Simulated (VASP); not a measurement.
## SiC (Moissanite 3C): relaxation of cell and atoms with PBEsol0

The system is SiC (Moissanite 3C).

```
Si C
1.0
     0.00000    2.17900    2.17900
     2.17900    0.00000    2.17900
     2.17900    2.17900    0.00000
Si C
1 1
Direct
  0.00000 0.00000 0.00000
  0.75000 0.75000 0.75000
```

```yaml
Program: VASP 6.6.1
Task: relaxation of cell and atoms
Functional: PBEsol0
Potentials_or_basis: VASP PAW PBE potentials, release 64 (Si, C)
Cutoff: 600 eV
k_mesh: 5 × 5 × 5
Occupations: fermi-dirac, width 0.05 eV
Spin: no spin polarisation
Grid_for_exact_exchange_PRECFOCK: Fast
Exchange_at_q_=_0: default
Further_INCAR_settings: ALGO = Normal; EDIFF = 1e-06; IBRION = 2; EDIFFG = -0.02; NSW = 40; ISIF = 3
```

The relaxed volume is 10.17 Å³/atom and the relaxed cell is a = 3.064 Å, b = 3.064 Å, c = 3.064 Å, α = 60.00°, β = 60.00°, γ = 60.00°. The space group after relaxing (to 0.05 Å) is F-43m (No. 216) and the energy gained by relaxing is 2.3 meV/atom. The ionic steps are 3. The pressure after relaxing is 0.0 GPa and the band gap on the k mesh is 3.42 eV, indirect (least direct gap 6.75 eV).

The path:
```tsv
step	energy change (eV)	largest force (eV/Å)	pressure (GPa)	volume (Å³)
1	0.0000	0.0000	-4.07	20.69
2	0.0019	0.0000	5.12	19.92
3	-0.0046	0.0000	-0.01	20.33
```

Final structure:
```
CELL_PARAMETERS angstrom
0.00000 2.16634 2.16634
2.16634 0.00000 2.16634
2.16634 2.16634 0.00000
ATOMIC_POSITIONS crystal
Si 0.00000 0.00000 0.00000
C 0.75000 0.75000 0.75000
```

Levels at points of the mesh, in eV from the valence-band top:
```csv
k point,band 2,band 3,band 4,band 5,band 6,band 7
"(0.00, 0.00, 0.00)",0.00,0.00,0.00,8.51,9.44,9.44
```

It took 2.7 min on 1 thread of Intel(R) Xeon(R) Platinum 8259CL CPU @ 2.50GHz (Skylake/Cascade Lake) (shared host), peak memory 0.15 GiB.

Caveat: the k mesh is coarse (spacing up to 0.50 Å⁻¹), so the values aren't converged, least of all with exact exchange; the PAW data sets were made with another functional, which shifts forces and pressure a little; an odd mesh through Γ misses points on the zone boundary, where band edges often lie.
